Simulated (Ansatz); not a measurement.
# Re (P6_3/mmc) in Ansatz: settings compared

The runs below take Re through relaxation of cell and atoms, single point, with RPBE, PBE, LDA.

Program: Ansatz 0.2.0. These are calculated values, not measurements. Logs are shortened: lines on timing, memory, paths and dates and some standing lists are left out, and cuts for length are marked.

### Step 1. Starting point

It takes space group P6_3/mmc (No. 194, hexagonal). Conventional cell: a = 2.761 Å, b = 2.761 Å, c = 4.458 Å, α = 90.00°, β = 90.00°, γ = 120.00°. Around Re (site symmetry -6m2) lie 12 Re at 2.74 to 2.76 Å.

### Step 2. Relaxation of cell and atoms, RPBE

File input.yaml:

```yaml
crystal:
  lattice:
    - [2.7608, 0.0, 0.0]
    - [-1.3804, 2.3909229348, 0.0]
    - [0.0, 0.0, 4.4582]
  atoms:
    - { symbol: Re, position: [0.6666666667, 0.3333333333, 0.75] }
    - { symbol: Re, position: [0.3333333333, 0.6666666667, 0.25] }
hamiltonian:
  xc: rpbe
  pseudopotentials: { kind: paw }
kpoints:
  mp_grid: { grid: [11, 11, 6] }
scf:
  occupations: { method: fermi_dirac, width: 0.05 }
output:
  forces: true
  stress: true
relax:
  f_tol: 0.01
  max_steps: 40
  cell: { stress_tol: 0.05 }
```

Potentials or basis: Ansatz PAW.

Launch:

```console
$ ansatz run input.yaml --threads 2 --pin off --max-ram 5632MiB --backend cpu --events-out ev --progress --plain --runs-dir out
```

Standard output:

```text
Warning: RAYON_NUM_THREADS=2 ignored (pool sized by the plan → 2); use --threads N
Engine: ansatz 0.2.0, x86_64-unknown-linux-gnu
Pseudopotentials: kind: paw
Pseudopotential: Re, paw, valence charge 15, recommended cutoff 420 eV (normal), Re.paw.azcp
Functional definition: RPBE
  parameter kappa = 0.804
  parameter beta = 0.06672455060314922
  exchange = rpbe_x(kappa = kappa, mu = beta*pi^2/3)
  correlation = pbe_c(beta = beta)
Crystal: 2 atoms, lattice volume = 29.428 Å³
Basis set: ecut = 420 eV, 573 PW (Γ), exchange–correlation on 40×40×60 points (8 copies of the dense FFT grid, shifted against one another)
Bands: 19, of which v1, the nominal top of the filled ones, is band 15 counted from 1 (14 counted from 0)
Symmetry: 24 space group operations
Space group: P63/mmc (ITA 194), of the structure as read, at distance tolerance 3.1e-5 Å
k-points: 64 of 726
Non-local potential: Re, projectors of the file, l = 0: 3, l = 1: 2, l = 2: 2, l = 3: 1
PAW form: soft (Blöchl's): semilocal exchange-correlation on the pseudo side does not see the compensation charge
PAW frozen core: Re, regenerated for the run's functional, and the local potential with it (the file was generated under x = pbe(κ = 0.804, μ = 0.2195149727645171), c = pbe(β = 0.06672455060314922))
PAW one-centre angular grid: Re, 590 points (default); XC on 64 Gauss nodes
Initial density: superposition of atomic densities (neutral atoms: chi_scale 0, normalization atom), corrected by the library's trained network
Initial wavefunctions: pseudopotential atomic-orbital guess
Functional: x = rpbe, c = pbe(β = 0.06672455060314922)
SCF iter   1: F=—  HF=-21761.994986 eV  |F-HF|=—  |Δ(HF+E_count)|=         —  Δρ=7.85e-3  dr2=6.28e-3  ethr=1.77e-3  ⟨swp⟩=5.7  Hψ=5486  notcnv=0
preconditioner: auto → none  [metal: Δε(μ)=0.061 eV  Ē_g=6.112 eV  σ=0.050 eV  W_gap=0.29  n_scr=8 (ndim 8)  ℏωp=25.6 eV  f_vac=0.000  D(μ)=1.61/eV (n_scr^D=22)  sad-step TF]
SCF iter   2: F=—  HF=-21761.997766 eV  |F-HF|=—  |Δ(HF+E_count)|=   2.78e-3  Δρ=4.70e-3  dr2=2.36e-3  ethr=2.09e-5  ⟨swp⟩=1.4  Hψ=1856  notcnv=0
SCF iter   3: F=—  HF=-21761.999072 eV  |F-HF|=—  |Δ(HF+E_count)|=   1.31e-3  Δρ=2.38e-4  dr2=5.54e-6  ethr=7.88e-6  ⟨swp⟩=2.0  Hψ=1664  notcnv=0
SCF iter   4: F=—  HF=-21761.999007 eV  |F-HF|=—  |Δ(HF+E_count)|=   6.49e-5  Δρ=3.88e-5  dr2=1.68e-7  ethr=1.85e-8  ⟨swp⟩=2.1  Hψ=2032  notcnv=0
iter 5 did not close the SCF: its close was put off for the readings that it lacked (scf_convergence_deferred on its scf_iter line)
SCF iter   5: F=-21761.999007 eV  HF=-21761.999007 eV  |F-HF|=2.55e-9  |Δ(HF+E_count)|=   5.33e-8  Δρ=6.84e-6  dr2=8.14e-9  ethr=5.59e-10  ⟨swp⟩=2.8  Hψ=2276  notcnv=0
SCF iter   6: F=-21761.999007 eV  HF=-21761.999007 eV  |F-HF|=5.46e-11  |Δ(HF+E_count)|=  8.08e-10  Δρ=1.96e-6  dr2=3.99e-10  ethr=2.71e-11  ⟨swp⟩=1.9  Hψ=3855  notcnv=0
SCF 1 converged in 6 iterations: F = -21761.999007 eV  dr2 = 3.99e-10
[... 59 lines left out ...]
Basis set: ecut = 420 eV, 591 PW (Γ), exchange–correlation on 40×40×64 points (8 copies of the dense FFT grid, shifted against one another)
Initial wavefunctions: pseudopotential atomic-orbital guess (no wavefunctions were taken with the density)
iter 1 solved again at ethr=2.11e-8 eV; its pass at ethr=3.10e-3 eV (dr2=6.34e-6 eV) is discarded
SCF iter   1: F=—  HF=-21762.023020 eV  |F-HF|=—  |Δ(HF+E_count)|=         —  Δρ=1.23e-4  dr2=5.96e-7  ethr=2.11e-8  ⟨swp⟩=3.3  Hψ=8592  notcnv=0
SCF iter   2: F=—  HF=-21762.023038 eV  |F-HF|=—  |Δ(HF+E_count)|=   1.78e-5  Δρ=5.77e-5  dr2=1.13e-7  ethr=1.99e-9  ⟨swp⟩=2.3  Hψ=2110  notcnv=0
SCF iter   3: F=—  HF=-21762.023038 eV  |F-HF|=—  |Δ(HF+E_count)|=   2.69e-7  Δρ=5.75e-6  dr2=2.17e-9  ethr=3.77e-10  ⟨swp⟩=2.0  Hψ=2152  notcnv=0
SCF iter   4: F=—  HF=-21762.023038 eV  |F-HF|=—  |Δ(HF+E_count)|=   3.95e-9  Δρ=1.26e-6  dr2=1.29e-10  ethr=7.23e-12  ⟨swp⟩=2.1  Hψ=1979  notcnv=0
iter 5 did not close the SCF: its close was put off for the readings that it lacked (scf_convergence_deferred on its scf_iter line)
SCF iter   5: F=-21762.023038 eV  HF=-21762.023038 eV  |F-HF|=3.64e-12  |Δ(HF+E_count)|=  9.09e-11  Δρ=4.41e-8  dr2=2.18e-13  ethr=1.00e-12  ⟨swp⟩=2.0  Hψ=1655  notcnv=0
SCF iter   6: F=-21762.023038 eV  HF=-21762.023038 eV  |F-HF|=7.28e-12  |Δ(HF+E_count)|=  3.64e-12  Δρ=1.25e-8  dr2=1.85e-14  ethr=1.00e-12  ⟨swp⟩=3.0  Hψ=4481  notcnv=0
SCF 6 converged in 6 iterations: F = -21762.023038 eV  dr2 = 1.85e-14
relax step   6: F+E_penalty+E_count = -21762.02303849 eV  Δ(F+E_penalty+E_count) = -9.381e-4 eV  max|allowed force component| = 1.087e-16 eV/Å  Δτ_max = 0.0000 Å  P = -0.001 GPa  Ω = 30.221 Å³  stress off target by 8.44e-3 GPa  SCF on the basis re-selected at this cell (its energy is not comparable with the rows above)  (6 SCF iters)
basis re-selected at this cell: Δ(F+E_penalty+E_count) = -9.381e-4 eV, ΔP = -0.001 GPa vs the last step (what re-selecting the basis moved, of the pressure what is left beyond the Pulay correction that the steps carried, after the strain that the cell walked since its last selection, with what the two solves' SCF thresholds leave and, on support functions, any second-order correction that the steps lacked; it is no measure of the basis error at this ecutwfc). The dense FFT grid was sized anew with the basis: this SCF ran on 20×20×32 points, the steps before it on 20×20×30, so part of this shift can come from that change (see relax.cell in the input reference). This SCF's stress stands 8.44e-3 GPa from its target on what of the cell is left free (relax.cell.stress_tol is 5.00e-2 GPa) and its largest allowed force component is 1.09e-16 eV/Å (relax.f_tol is 1.00e-2 eV/Å): within both
SCF converged after 6 iterations
Free energy (F): -21762.023038 eV
Harris-Foulkes:  -21762.023038 eV  (|F-HF|=7.28e-12)
Internal energy: -21762.007991 eV  (E = F + TS)
E sigma→0 (E₀):  -21762.015515 eV
Entropy (-TS):   -0.015047 eV (-7.524 meV/atom)
Fermi energy:    23.340877 eV
--- Per-component energies (eV) ---
  E_band       = -161.874260
  E_kinetic    = 1079.788029
  E_local      = -1557.555690  (includes V_loc(G=0)·N_el)
  E_nonlocal   = 95.531033
  E_hartree    = 556.149115
  E_xc         = -808.183955
  E_vxc        = -606.725410  (∫ρ·V_xc dr)
  E_paw        = -17342.802809  (= ΣΔE_a)
  E_vpaw       = -285.210303  (= ΣTr[D̂ρ^β])
  E_aug_tail   = -0.000151  (compensation charges beyond the density's cutoff)
  E_ewald      = -3784.897213
  E_core_change = -0.036350  (= ΣΔE_core)
  E_smearing   = -0.015047  (= −TS)
  E_closure    = -0.000000  (closes the sum)
  Σ components = -21762.023038   (vs F -21762.023038, Δ=0.00e0)
--- Forces (eV/Å), atoms counted from 1 ---
  atom   1  Re    -0.00000000    -0.00000000    -0.00000000
  atom   2  Re    -0.00000000     0.00000000     0.00000000
  max |Σ_I F_I| component: 1.85e-17 eV/Å
--- Stress (GPa, compression-positive) ---
       -0.005032      -0.000000       0.000000
       -0.000000      -0.005032      -0.000000
        0.000000      -0.000000       0.008437
  P = ⅓ Tr σ = -0.0005 GPa (-0.005 kbar)
--- Relaxed structure (5 steps of the walk, 4 accepted, 1 SCFs on fresh bases) ---
  F+E_penalty+E_count = -21762.02303849 eV   max|allowed force component| = 1.087e-16 eV/Å   (the final SCF, on the basis selected at the relaxed cell)
  cell:  # Å, volume = 30.2214 Å³
    - [2.7841509881612114, -4.592587861296372e-34, -4.592587861296372e-34]
    - [-1.3920754940806057, 2.411145483719156, 3.290618369896862e-34]
    - [-9.270263693084794e-34, 1.8540527386169602e-34, 4.501925581787601]
  atoms:
    - { symbol: Re, position: [0.6666666666666666, 0.3333333333333333, 0.7499999999999999] }
    - { symbol: Re, position: [0.3333333333333333, 0.6666666666666666, 0.24999999999999997] }
```

Wall time 12 s (2 threads of Intel Xeon at 2.50GHz (Skylake/Cascade Lake), shared host); peak memory 0.35 GiB.

Results:

```yaml
Free_energy: -21762.0230 eV
Relaxed_volume: 15.11 Å³/atom
Relaxed_cell: a = 2.784 Å, b = 2.784 Å, c = 4.502 Å, α = 90.00°, β = 90.00°, γ = 120.00°
Space_group_after_relaxing_to_0.05_Å: P6_3/mmc (No. 194)
Energy_gained_by_relaxing: 12.0 meV/atom
Ionic_steps: 5
Pressure_after_relaxing: 0.0 GPa
```

The path:
| step | energy change (eV) | largest force (eV/Å) | volume (Å³) |
| --- | --- | --- | --- |
| 1 | 0.0000 | 0.0000 | 29.43 |
| 2 | -0.0227 | 0.0000 | 30.31 |
| 3 | -0.0231 | 0.0000 | 30.23 |
| 4 | -0.0231 | 0.0000 | 30.22 |
| 5 | -0.0240 | 0.0000 | 30.22 |

Final structure:
```
Re
1.0
     2.78415    0.00000    0.00000
    -1.39208    2.41115    0.00000
     0.00000    0.00000    4.50193
Re
2
Cartesian
  1.3921 0.8037 3.3764
  0.0000 1.6074 1.1255
```

Caveat: the plane-wave basis is chosen anew once the cell has moved, so the energies of steps on either side of that aren't comparable; the PAW data sets come from PBE, with cores solved anew for the run's functional, which leaves a small shift of forces and pressure. Zero-point motion and thermal expansion aren't in these numbers.

### Step 3. Single point, PBE

Edit input.yaml of step 2 so:

```diff
@@ -9,3 +9,3 @@
 hamiltonian:
-  xc: rpbe
+  xc: pbe
   pseudopotentials: { kind: paw }
@@ -14,3 +14,3 @@
 scf:
-  occupations: { method: fermi_dirac, width: 0.05 }
+  occupations: { method: gaussian, width: 0.011 }
 output:
@@ -18,5 +18,2 @@
   stress: true
-relax:
-  f_tol: 0.01
-  max_steps: 40
-  cell: { stress_tol: 0.05 }
+  eigenvalues: true
```

Potentials or basis: Ansatz PAW.

Launch:

```console
$ ansatz run input.yaml --threads 2 --pin off --max-ram 5632MiB --backend cpu --events-out ev --progress --plain --runs-dir out
```

Standard output:

```text
Warning: RAYON_NUM_THREADS=2 ignored (pool sized by the plan → 2); use --threads N
[... 3 set-up lines as earlier in the session ...]
Functional definition: PBE
[... 2 set-up lines as earlier in the session ...]
  exchange = pbe_x(kappa = kappa, mu = beta*pi^2/3)
[... 1 set-up line as earlier in the session ...]
Crystal: 2 atoms, lattice volume = 29.428 Å³
Basis set: ecut = 420 eV, 573 PW (Γ), exchange–correlation on 40×40×60 points (8 copies of the dense FFT grid, shifted against one another)
Bands: 19, of which v1, the nominal top of the filled ones, is band 15 counted from 1 (14 counted from 0)
[... 2 set-up lines as earlier in the session ...]
k-points: 64 of 726
[... 5 set-up lines as earlier in the session ...]
Functional: x = pbe(κ = 0.804, μ = 0.2195149727645171), c = pbe(β = 0.06672455060314922)
SCF iter   1: F=—  HF=-21736.138491 eV  |F-HF|=—  |Δ(HF+E_count)|=         —  Δρ=7.98e-3  dr2=6.56e-3  ethr=1.77e-3  ⟨swp⟩=5.9  Hψ=5569  notcnv=0
preconditioner: auto → none  [insulator: Δε(μ)=0.066 eV  Ē_g=6.110 eV  σ=0.011 eV  W_gap=0.96  n_scr=8 (ndim 8)  ℏωp=25.6 eV  f_vac=0.000  D(μ)=0.76/eV (n_scr^D=2)  ε∞_Penn≈18.6]
SCF iter   2: F=—  HF=-21736.140788 eV  |F-HF|=—  |Δ(HF+E_count)|=   2.30e-3  Δρ=3.93e-3  dr2=1.27e-3  ethr=2.19e-5  ⟨swp⟩=2.0  Hψ=2093  notcnv=0  defer=12
SCF iter   3: F=—  HF=-21736.141824 eV  |F-HF|=—  |Δ(HF+E_count)|=   1.04e-3  Δρ=5.01e-4  dr2=2.57e-5  ethr=4.25e-6  ⟨swp⟩=2.8  Hψ=1879  notcnv=0  defer=12
SCF iter   4: F=—  HF=-21736.141797 eV  |F-HF|=—  |Δ(HF+E_count)|=   2.70e-5  Δρ=3.74e-5  dr2=2.02e-7  ethr=8.57e-8  ⟨swp⟩=2.2  Hψ=1744  notcnv=0  defer=12
iter 5 did not close the SCF: its close was put off for the readings that it lacked (scf_convergence_deferred on its scf_iter line)
SCF iter   5: F=-21736.141797 eV  HF=-21736.141797 eV  |F-HF|=6.80e-10  |Δ(HF+E_count)|=   3.58e-8  Δρ=9.13e-6  dr2=7.19e-9  ethr=6.74e-10  ⟨swp⟩=2.2  Hψ=2134  notcnv=0  defer=12
SCF iter   6: F=-21736.141797 eV  HF=-21736.141797 eV  |F-HF|=1.38e-10  |Δ(HF+E_count)|=   1.71e-9  Δρ=1.54e-6  dr2=1.59e-10  ethr=2.40e-11  ⟨swp⟩=1.5  Hψ=3832  notcnv=0
SCF 1 converged in 6 iterations: F = -21736.141797 eV  dr2 = 1.59e-10
SCF converged after 6 iterations
Free energy (F): -21736.141797 eV
Harris-Foulkes:  -21736.141797 eV  (|F-HF|=1.38e-10)
Internal energy: -21736.141751 eV  (E = F + TS)
E sigma→0 (E₀):  -21736.141774 eV
Entropy (-TS):   -0.000046 eV (-0.023 meV/atom)
Fermi energy:    24.031433 eV
--- Per-component energies (eV) ---
  E_band       = -142.922371
  E_kinetic    = 1083.159176
  E_local      = -1515.085363  (includes V_loc(G=0)·N_el)
  E_nonlocal   = 96.833537
  E_hartree    = 543.933195
  E_xc         = -808.414329
  E_vxc        = -608.760954  (∫ρ·V_xc dr)
  E_paw        = -17317.972615  (= ΣΔE_a)
  E_vpaw       = -286.935158  (= ΣTr[D̂ρ^β])
  E_aug_tail   = -0.000151  (compensation charges beyond the density's cutoff)
  E_ewald      = -3818.595200
  E_smearing   = -0.000046  (= −TS)
  E_closure    = 0.000000  (closes the sum)
  Σ components = -21736.141797   (vs F -21736.141797, Δ=0.00e0)
--- Forces (eV/Å), atoms counted from 1 ---
  atom   1  Re     0.00000000    -0.00000000    -0.00000000
  atom   2  Re     0.00000000     0.00000000     0.00000000
  max |Σ_I F_I| component: 3.70e-17 eV/Å
--- Stress (GPa, compression-positive) ---
        6.100165      -0.000000       0.000000
        0.000000       6.100165      -0.000000
        0.000000      -0.000000       5.288195
  P = ⅓ Tr σ = 5.8295 GPa (58.295 kbar)
--- Band table (eV; the first three rows and the last of 64) ---
  k-point 0: bands = ["-55.7825", "-55.6589", "-18.3088", "-17.2478", "-17.2478", "-17.0721", "-17.0721", "-17.0551", "14.1288", "17.3643", "22.4153", "22.4163", "22.4163", "23.2553", "23.2553", "24.1836", "24.1836", "24.5989", "27.3661"]
  k-point 1: bands = ["-55.7743", "-55.6673", "-18.2300", "-17.2362", "-17.2362", "-17.1448", "-17.0840", "-17.0840", "14.4600", "17.3758", "22.2222", "22.2776", "22.2776", "23.0557", "23.0557", "23.7355", "24.6253", "24.6253", "27.3907"]
  k-point 2: bands = ["-55.7518", "-55.6900", "-18.0112", "-17.3852", "-17.2042", "-17.2042", "-17.1164", "-17.1164", "15.3603", "17.2227", "21.7999", "22.1621", "22.1621", "22.2815", "22.6392", "22.6392", "25.5718", "25.5718", "27.2126"]
  k-point 63: bands = ["-55.6378", "-55.6378", "-18.0750", "-18.0750", "-17.7535", "-17.7535", "-17.2835", "-17.2835", "19.2026", "19.2026", "20.4458", "20.4458", "21.8123", "21.8123", "24.1343", "24.1343", "27.4535", "27.4535", "32.9249"]
```

Wall time 2.2 s (2 threads of Intel Xeon at 2.50GHz (Skylake/Cascade Lake), shared host); peak memory 0.33 GiB.

Results:

* Free energy: -21736.1418 eV
* Pressure: 5.8 GPa
* Band gap on the k mesh: none (metal or under the smearing width)

The run has no spin-orbit coupling, so splittings on Re are missing.

### Step 4. Relaxation of cell and atoms, PBE

Edit input.yaml of step 3 so:

```diff
@@ -14,3 +14,3 @@
 scf:
-  occupations: { method: gaussian, width: 0.011 }
+  occupations: { method: fermi_dirac, width: 0.05 }
 output:
@@ -18,2 +18,5 @@
   stress: true
-  eigenvalues: true
+relax:
+  f_tol: 0.01
+  max_steps: 40
+  cell: { stress_tol: 0.05 }
```

Launch:

```console
$ ansatz run input.yaml --threads 2 --pin off --max-ram 5632MiB --backend cpu --events-out ev --progress --plain --runs-dir out
```

Run time: 8.7 s. Hardware: 2 threads of Intel Xeon at 2.50GHz (Skylake/Cascade Lake), shared host; peak memory 0.35 GiB.

The run converged. Its results:

```
Free energy                            : -21736.1563 eV
Relaxed volume                         : 14.95 Å³/atom
Relaxed cell                           : a = 2.775 Å, b = 2.775 Å, c = 4.484 Å, α = 90.00°, β = 90.00°, γ = 120.00°
Space group after relaxing (to 0.05 Å) : P6_3/mmc (No. 194)
Energy gained by relaxing              : 4.4 meV/atom
Ionic steps                            : 4
Pressure after relaxing                : 0.0 GPa
```

Step by step:
```csv
step,energy change (eV),largest force (eV/Å),volume (Å³)
1,0.0000,0.0000,29.43
2,-0.0082,0.0000,29.93
3,-0.0083,0.0000,29.90
4,-0.0087,0.0000,29.90
```

Final structure:
```
Re
1.0
     2.77478    0.00000    0.00000
    -1.38739    2.40303    0.00000
     0.00000    0.00000    4.48450
Re
2
Direct
  0.66667 0.33333 0.75000
  0.33333 0.66667 0.25000
```

Caveat: the plane-wave basis is chosen anew once the cell has moved, so the energies of steps on either side of that aren't comparable.

### Step 5. Relaxation of cell and atoms, LDA

Edit input.yaml of step 4 so:

```diff
@@ -9,3 +9,3 @@
 hamiltonian:
-  xc: pbe
+  xc: lda
   pseudopotentials: { kind: paw }
```

Launch:

```console
$ ansatz run input.yaml --threads 2 --pin off --max-ram 5632MiB --backend cpu --events-out ev --progress --plain --runs-dir out
```

It took 8.5 s on 2 threads of Intel Xeon at 2.50GHz (Skylake/Cascade Lake), shared host; peak memory 0.34 GiB.

The run converged. Its results:

* Free energy: -21215.3039 eV
* Relaxed volume: 14.33 Å³/atom
* Relaxed cell: a = 2.737 Å, b = 2.737 Å, c = 4.417 Å, α = 90.00°, β = 90.00°, γ = 120.00°
* Space group after relaxing (to 0.05 Å): P6_3/mmc (No. 194)
* Energy gained by relaxing: 12.5 meV/atom
* Ionic steps: 4
* Pressure after relaxing: 0.0 GPa

The path:
```
step  energy change (eV)  largest force (eV/Å)  volume (Å³)
   1              0.0000                0.0000        29.43
   2             -0.0252                0.0000        28.74
   3             -0.0255                0.0000        28.65
   4             -0.0250                0.0000        28.65
```

Final structure:
```
Re
1.0
     2.73704    0.00000    0.00000
    -1.36852    2.37034    0.00000
     0.00000    0.00000    4.41677
Re
2
Direct
  0.66667 0.33333 0.75000
  0.33333 0.66667 0.25000
```

Caveat: the plane-wave basis is chosen anew once the cell has moved, so the energies of steps on either side of that aren't comparable; the PAW data sets come from PBE, with cores solved anew for the run's functional, which leaves a small shift of forces and pressure.

### Step 6. The runs side by side

```tsv
task	level	cell	smearing	pressure (GPa)	relaxed volume (Å³/atom)
relaxation of cell and atoms	RPBE	relaxed	fermi-dirac 0.05 eV	0.0	15.11
single point	PBE	as given	gaussian 0.011 eV	5.8	-
relaxation of cell and atoms	PBE	relaxed	fermi-dirac 0.05 eV	0.0	14.95
relaxation of cell and atoms	LDA	relaxed	fermi-dirac 0.05 eV	0.0	14.33
```

Alike in all rows: potentials or basis Ansatz PAW; no spin polarisation; k mesh 11 × 11 × 6; cutoff (eV) 420.

Caveats: the plane-wave basis is chosen anew once the cell has moved, so the energies of steps on either side of that aren't comparable (some runs); the PAW data sets come from PBE, with cores solved anew for the run's functional, which leaves a small shift of forces and pressure (some runs).

Total energies depend on the potentials used, so only differences within one code and one set of settings carry meaning.
